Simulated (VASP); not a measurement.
Computed with r2SCAN meta-GGA, VASP's PBE PAW potentials (set 64) (plane waves; VASP).

Input for VASP

**KPOINTS**
```
Regular mesh
0
G
7 3 1
```

### INCAR
```
SYSTEM = MgF2(110) slab
PREC = Normal
ENCUT = 450
EDIFF = 1E-6
NELM = 100
ALGO = Normal
LREAL = Auto
LASPH = .TRUE.
ISMEAR = 0
SIGMA = 0.05
METAGGA = R2SCAN
LMIXTAU = .TRUE.
LWAVE = .FALSE.
LCHARG = .FALSE.
NELMIN = 4
LDIPOL = .TRUE.
IDIPOL = 3
DIPOL = 0.5 0.5 0.5
LVHAR = .TRUE.
LORBIT = 11
```

**POSCAR**
```
MgF2(110) slab
1
    3.0356825050     0.0000000000     0.0000000000
    0.0000000000     6.5105188850     0.0000000000
    0.0000000000     0.0000000000    24.7126343608
F Mg
12 6
Direct
  0.0000000000   0.5000000000   0.3159776142
  0.0000000000   0.0000000000   0.4483512509
  0.5000000000   0.8116346179   0.3631303534
  0.5000000000   0.1883653821   0.3631303534
  0.0000000000   0.5000000000   0.4194040523
  0.0000000000   0.5000000000   0.5805959477
  0.5000000000   0.3006859294   0.5000000000
  0.5000000000   0.6993140706   0.5000000000
  1.0000000000   0.0000000000   0.5516487491
  0.5000000000   0.8116346179   0.6368696466
  0.5000000000   0.1883653821   0.6368696466
  1.0000000000   0.5000000000   0.6840223858
  0.0000000000   0.0000000000   0.3707593771
  0.5000000000   0.5000000000   0.3619447111
  0.0000000000   0.5000000000   0.5000000000
  0.5000000000   0.0000000000   0.5000000000
  0.0000000000   0.0000000000   0.6292406229
  0.5000000000   0.5000000000   0.6380552889
```

POTCAR, in this order: F Mg (PBE.64 set). Program: vasp_std. Read from the step before: WAVECAR.

Output of the run:

### OSZICAR
```
       N       E                     dE             d eps       ncg     rms          rms(c)
DAV:   1    -0.129592182888E+03   -0.12959E+03   -0.45389E-05   932   0.607E-02    0.353E-03
DAV:   2    -0.129592223266E+03   -0.40378E-04   -0.13175E-05   984   0.247E-02    0.277E-03
DAV:   3    -0.129592079489E+03    0.14378E-03   -0.67345E-06   872   0.203E-02    0.157E-03
DAV:   4    -0.129591970514E+03    0.10898E-03   -0.56762E-06   864   0.204E-02    0.613E-04
DAV:   5    -0.129592207711E+03   -0.23720E-03   -0.92286E-06   928   0.254E-02    0.912E-04
DAV:   6    -0.129592188551E+03    0.19161E-04   -0.41673E-06   784   0.159E-02    0.710E-04
DAV:   7    -0.129592124714E+03    0.63837E-04   -0.54000E-06   856   0.179E-02    0.478E-04
DAV:   8    -0.129592004414E+03    0.12030E-03   -0.32439E-06   848   0.151E-02    0.740E-04
DAV:   9    -0.129592092122E+03   -0.87709E-04   -0.33553E-06   848   0.149E-02    0.607E-04
DAV:  10    -0.129592077436E+03    0.14686E-04   -0.38892E-06   784   0.140E-02    0.355E-04
DAV:  11    -0.129592121197E+03   -0.43760E-04   -0.20773E-06   752   0.107E-02    0.255E-04
DAV:  12    -0.129592167555E+03   -0.46358E-04   -0.21238E-06   720   0.105E-02    0.249E-04
DAV:  13    -0.129592173394E+03   -0.58396E-05   -0.13276E-06   672   0.909E-03    0.209E-04
DAV:  14    -0.129592137143E+03    0.36252E-04   -0.14523E-06   680   0.918E-03    0.128E-04
DAV:  15    -0.129592101100E+03    0.36043E-04   -0.10544E-06   632   0.853E-03    0.192E-04
DAV:  16    -0.129592162487E+03   -0.61387E-04   -0.23535E-06   768   0.110E-02    0.487E-04
DAV:  17    -0.129592057535E+03    0.10495E-03   -0.32525E-06   792   0.120E-02    0.294E-04
DAV:  18    -0.129592136860E+03   -0.79325E-04   -0.38217E-06   800   0.135E-02    0.505E-04
DAV:  19    -0.129592028338E+03    0.10852E-03   -0.39609E-06   808   0.137E-02    0.323E-04
DAV:  20    -0.129592115872E+03   -0.87534E-04   -0.31910E-06   784   0.110E-02    0.490E-04
DAV:  21    -0.129592016601E+03    0.99272E-04   -0.32523E-06   784   0.113E-02    0.320E-04
DAV:  22    -0.129592109557E+03   -0.92957E-04   -0.33328E-06   784   0.116E-02    0.496E-04
DAV:  23    -0.129592013042E+03    0.96516E-04   -0.36867E-06   800   0.132E-02    0.326E-04
DAV:  24    -0.129592109642E+03   -0.96600E-04   -0.36086E-06   792   0.124E-02    0.511E-04
DAV:  25    -0.129592008490E+03    0.10115E-03   -0.37237E-06   800   0.129E-02    0.343E-04
DAV:  26    -0.129592084566E+03   -0.76076E-04   -0.23182E-06   752   0.104E-02    0.407E-04
DAV:  27    -0.129592007775E+03    0.76791E-04   -0.23147E-06   752   0.104E-02    0.300E-04
DAV:  28    -0.129592112273E+03   -0.10450E-03   -0.43643E-06   816   0.138E-02    0.559E-04
DAV:  29    -0.129592007681E+03    0.10459E-03   -0.44545E-06   816   0.139E-02    0.390E-04
DAV:  30    -0.129592105874E+03   -0.98193E-04   -0.34197E-06   792   0.118E-02    0.503E-04
DAV:  31    -0.129592012220E+03    0.93653E-04   -0.34183E-06   792   0.116E-02    0.361E-04
DAV:  32    -0.129592111769E+03   -0.99549E-04   -0.33801E-06   792   0.114E-02    0.510E-04
DAV:  33    -0.129592016675E+03    0.95095E-04   -0.33693E-06   792   0.113E-02    0.353E-04
DAV:  34    -0.129592084644E+03   -0.67969E-04   -0.17413E-06   712   0.873E-03    0.375E-04
DAV:  35    -0.129592008515E+03    0.76130E-04   -0.17431E-06   724   0.834E-03    0.282E-04
DAV:  36    -0.129592021970E+03   -0.13455E-04   -0.36329E-07   544   0.529E-03    0.229E-04
DAV:  37    -0.129592025288E+03   -0.33180E-05   -0.23271E-07   544   0.384E-03    0.258E-04
DAV:  38    -0.129592026322E+03   -0.10348E-05   -0.71538E-08   544   0.210E-03    0.272E-04
DAV:  39    -0.129592030440E+03   -0.41178E-05   -0.38293E-08   544   0.161E-03    0.280E-04
DAV:  40    -0.129592034920E+03   -0.44798E-05   -0.66291E-08   544   0.206E-03    0.280E-04
DAV:  41    -0.129592036948E+03   -0.20279E-05   -0.15551E-08   548   0.105E-03    0.282E-04
DAV:  42    -0.129592038282E+03   -0.13342E-05   -0.96498E-09   544   0.721E-04    0.279E-04
DAV:  43    -0.129592035797E+03    0.24850E-05   -0.83697E-08   544   0.217E-03    0.251E-04
DAV:  44    -0.129592023778E+03    0.12019E-04   -0.47142E-08   544   0.164E-03    0.238E-04
DAV:  45    -0.129592034839E+03   -0.11061E-04   -0.10285E-07   544   0.265E-03    0.254E-04
DAV:  46    -0.129592045055E+03   -0.10216E-04   -0.12757E-07   544   0.271E-03    0.261E-04
DAV:  47    -0.129592047828E+03   -0.27736E-05   -0.27749E-07   544   0.395E-03    0.294E-04
DAV:  48    -0.129592055704E+03   -0.78755E-05   -0.18850E-07   544   0.303E-03    0.295E-04
DAV:  49    -0.129592052784E+03    0.29192E-05   -0.55318E-08   544   0.173E-03    0.297E-04
DAV:  50    -0.129592054337E+03   -0.15530E-05   -0.56093E-08   544   0.179E-03    0.314E-04
DAV:  51    -0.129592048817E+03    0.55202E-05   -0.94126E-08   544   0.222E-03    0.321E-04
DAV:  52    -0.129592046186E+03    0.26316E-05   -0.10858E-07   544   0.253E-03    0.336E-04
DAV:  53    -0.129592042676E+03    0.35099E-05   -0.41559E-08   544   0.167E-03    0.347E-04
DAV:  54    -0.129592041634E+03    0.10415E-05   -0.43492E-08   544   0.166E-03    0.348E-04
DAV:  55    -0.129592042053E+03   -0.41879E-06   -0.32083E-08   552   0.146E-03
   1 F= -.12959204E+03 E0= -.12959204E+03  d E =-.261629E-12
```

### OUTCAR
```
------------------------ aborting loop because EDIFF is reached ----------------------------------------
  FORCE on cell =-STRESS in cart. coord.  units (eV):
  Direction    XX          YY          ZZ          XY          YZ          ZX
  --------------------------------------------------------------------------------------
  Total       -4.8861580     -3.4456302     -3.6165774     -0.0000000      0.0000000      0.0000000
  in kB      -16.0282864    -11.3028575    -11.8636235     -0.0000000      0.0000000      0.0000000
  external PRESSURE =     -13.0649224 kB  Pullay stress =       0.0000000 kB
  volume of cell :      488.42
      direct lattice vectors                 reciprocal lattice vectors
     3.035682505  0.000000000  0.000000000     0.329415213  0.000000000  0.000000000
     0.000000000  6.510518885  0.000000000     0.000000000  0.153597588  0.000000000
     0.000000000  0.000000000 24.712634361     0.000000000  0.000000000  0.040465132
 POSITION                                       TOTAL-FORCE (eV/Angst)
 -----------------------------------------------------------------------------------
      0.00000      3.25526      7.80864        -0.000000      0.000000     -0.006050
      0.00000      0.00000     11.07994        -0.000000      0.000000     -0.012125
      1.51784      5.28416      8.97391        -0.000000      0.007720     -0.016154
      1.51784      1.22636      8.97391         0.000000     -0.007720     -0.016154
      0.00000      3.25526     10.36458        -0.000000      0.000000     -0.001755
      0.00000      3.25526     14.34806        -0.000000     -0.000000      0.001755
      1.51784      1.95762     12.35632        -0.000000     -0.017687      0.000000
      1.51784      4.55290     12.35632        -0.000000      0.017687      0.000000
      0.00000      0.00000     13.63269        -0.000000      0.000000      0.012125
      1.51784      5.28416     15.73873        -0.000000      0.007720      0.016154
      1.51784      1.22636     15.73873         0.000000     -0.007720      0.016154
      0.00000      3.25526     16.90400         0.000000      0.000000      0.006050
      0.00000      0.00000      9.16244        -0.000000      0.000000      0.006961
      1.51784      3.25526      8.94461        -0.000000      0.000000     -0.020515
      0.00000      3.25526     12.35632        -0.000000      0.000000      0.000000
      1.51784      0.00000     12.35632        -0.000000      0.000000      0.000000
      0.00000      0.00000     15.55019        -0.000000      0.000000     -0.006961
      1.51784      3.25526     15.76803        -0.000000     -0.000000      0.020515
 -----------------------------------------------------------------------------------
    total drift:                               -0.000000      0.000000      0.000000
  FREE ENERGIE OF THE ION-ELECTRON SYSTEM (eV)
  ---------------------------------------------------
  free  energy   TOTEN  =      -129.5920420532 eV

  energy  without entropy=     -129.5920420532  energy(sigma->0) =     -129.59204205

 total charge

# of ion       s       p       d       tot
------------------------------------------
    1        1.749   4.444   0.000   6.194
    2        1.748   4.469   0.000   6.217
    3        1.749   4.457   0.000   6.206
    4        1.749   4.457   0.000   6.206
    5        1.747   4.440   0.000   6.187
    6        1.747   4.440   0.000   6.187
    7        1.748   4.461   0.000   6.209
    8        1.748   4.461   0.000   6.209
    9        1.748   4.469   0.000   6.217
   10        1.749   4.457   0.000   6.206
   11        1.749   4.457   0.000   6.206
   12        1.749   4.444   0.000   6.194
   13        0.120   0.154   0.071   0.345
   14        0.121   0.158   0.073   0.353
   15        0.116   0.152   0.069   0.337
   16        0.120   0.161   0.075   0.356
   17        0.120   0.154   0.071   0.345
   18        0.121   0.158   0.073   0.353
--------------------------------------------------
tot         21.699  54.396   0.433  76.528
```
(Selected blocks of OUTCAR.)

At this cut-off the stress carries a Pulay error, which pulls relaxed volumes low.

The cell is a thin slab with vacuum, built from MgF2 (rutile): (110) face.
